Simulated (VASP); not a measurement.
# ZrSiO4 (Zircon): dielectric tensor with PBEsol

Crystal: ZrSiO4 (Zircon).

```
CELL_PARAMETERS angstrom
-3.30768 3.30768 2.99236
3.30768 -3.30768 2.99236
3.30768 3.30768 -2.99236
ATOMIC_POSITIONS crystal
Zr 0.75000 0.25000 0.50000
Zr 0.00000 0.00000 0.00000
Si 0.25000 0.75000 0.50000
Si 0.50000 0.50000 0.00000
O 0.13437 0.31896 0.81541
O 0.06896 0.75355 0.68459
O 0.50355 0.31896 0.18459
O 0.06896 0.38437 0.31541
O 0.61563 0.93104 0.68459
O 0.68104 0.86563 0.18459
O 0.24645 0.93104 0.31541
O 0.68104 0.49645 0.81541
```

```yaml
Program: VASP 6.6.1
Task: dielectric tensor
Functional: PBEsol
Potentials_or_basis: VASP PAW PBE potentials, release 64 (Zr_sv, Si, O)
Cutoff: 600 eV
k_mesh: 8 × 8 × 8
Occupations: gaussian, width 0.03 eV
Spin: no spin polarisation
Monkhorst-Pack_mesh: yes
Further_INCAR_settings: ALGO = Normal; EDIFF = 1e-08
```

```json
{
 "Electronic dielectric tensor (diagonal)": "4.11, 4.11, 4.33",
 "Born charges (mean of the diagonal)": "Zr +5.16; Si +3.60; O -2.19 e"
}
```

Levels at points of the mesh, in eV from the valence-band top:
| k point | band 38 | band 39 | band 40 | band 41 | band 42 | band 43 |
| --- | --- | --- | --- | --- | --- | --- |
| (0.06, 0.06, 0.06) | -0.54 | -0.53 | -0.06 | 4.91 | 5.25 | 5.43 |

Electronic dielectric tensor:
```
4.11 0.00 0.00
0.00 4.11 0.00
0.00 0.00 4.33
```

Born effective charge tensors (e):
atom 1, Zr
```
5.43 0.00 0.00
0.00 5.43 0.00
0.00 0.00 4.62
```
atom 2, Zr
```
5.43 0.00 0.00
0.00 5.43 0.00
0.00 0.00 4.62
```
atom 3, Si
```
3.20 0.00 0.00
0.00 3.20 0.00
0.00 0.00 4.39
```
atom 4, Si
```
3.20 0.00 0.00
0.00 3.20 0.00
0.00 0.00 4.39
```
atom 5, O
```
-1.14  0.00  0.00
 0.00 -3.18 -0.34
 0.00 -0.16 -2.25
```
atom 6, O
```
-3.18  0.00  0.34
 0.00 -1.14  0.00
 0.16  0.00 -2.25
```
atom 7, O
```
-1.14  0.00  0.00
 0.00 -3.18  0.34
 0.00  0.16 -2.25
```
atom 8, O
```
-3.18  0.00 -0.34
 0.00 -1.14  0.00
-0.16  0.00 -2.25
```
atom 9, O
```
-1.14  0.00  0.00
 0.00 -3.18 -0.34
 0.00 -0.16 -2.25
```
atom 10, O
```
-3.18  0.00 -0.34
 0.00 -1.14  0.00
-0.16  0.00 -2.25
```
atom 11, O
```
-1.14  0.00  0.00
 0.00 -3.18  0.34
 0.00  0.16 -2.25
```
atom 12, O
```
-3.18  0.00  0.34
 0.00 -1.14  0.00
 0.16  0.00 -2.25
```

Wall time 24 min on 4 MPI ranks on Intel(R) Xeon(R) 6975P-C (Granite Rapids), with other jobs on the host, peak memory 1.7 GiB a rank.
